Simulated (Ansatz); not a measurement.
## diamond against fcc along group 4

Theory: DFT, PBE, plane waves (420 eV) with PAW, scalar-relativistic in Ansatz 0.2.0.

Each structure is relaxed within its symmetry, in the lowest magnetic state of the tried starts. Differences under about 8 meV lie within the error of the k-point mesh.

```
element  E(diamond) − E(fcc) (meV/atom)  V(diamond) (Å³/atom)  V(fcc) (Å³/atom)   state of diamond       state of fcc
     Ti                            2093                 27.42             17.42      ferromagnetic  spin not included
     Zr                            2349                 31.43             23.21      ferromagnetic  spin not included
     Hf                            2620                 35.14             22.58  spin not included  spin not included
```
